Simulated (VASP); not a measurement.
Here is a VASP 6.6.1 calculation.

POSCAR

```
RbBr
1.0
    4.1644392479      0.0000000000      0.0000000000
    0.0000000000      4.1644392479      0.0000000000
    0.0000000000      0.0000000000      4.1644392479
Rb Br
1 1
Direct
    0.0000000000      0.0000000000      0.0000000000
    0.5000000000      0.5000000000      0.5000000000
```

INCAR.step1

```
SYSTEM = RbBr
PREC = Accurate
ENCUT = 520
EDIFF = 1E-5
ISMEAR = -1
SIGMA = 0.02
LREAL = .False.
LASPH = .True.
NELM = 100
ALGO = Normal
ISIF = 2
LWAVE = .True.
LCHARG = .False.
GGA = PE
NBANDS = 15
```

The input INCAR.step2:

```
SYSTEM = RbBr
PREC = Accurate
ENCUT = 520
EDIFF = 1E-7
ISMEAR = -1
SIGMA = 0.02
LREAL = .False.
LASPH = .True.
NELM = 100
ALGO = Normal
ISIF = 2
LWAVE = .False.
LCHARG = .False.
GGA = PE
LHFCALC = .True.
HFSCREEN = 0.2079
PRECFOCK = Normal
ISTART = 1
NBANDS = 15
```

KPOINTS

```
regular mesh
0
Gamma
  4 4 4
  0 0 0
```

Potentials or basis: VASP PAW PBE potentials, release 64 (Rb_sv, Br).

The run is started by

```console
$ cat potpaw_PBE.64/Rb_sv/POTCAR potpaw_PBE.64/Br/POTCAR > POTCAR
$ cp INCAR.step1 INCAR
$ mpirun -np 1 vasp_std > vasp.out
$ cp INCAR.step2 INCAR
$ mpirun -np 1 vasp_std > vasp.out
```

Q: Predict the band gap on the k mesh.

A: 5.16 eV, indirect (least direct gap 5.33 eV).

Q: Predict the pressure.

A: 0.0 GPa.

Caveat: the PAW data sets were made with another functional, which shifts forces and pressure a little. A k mesh can miss the band edges.
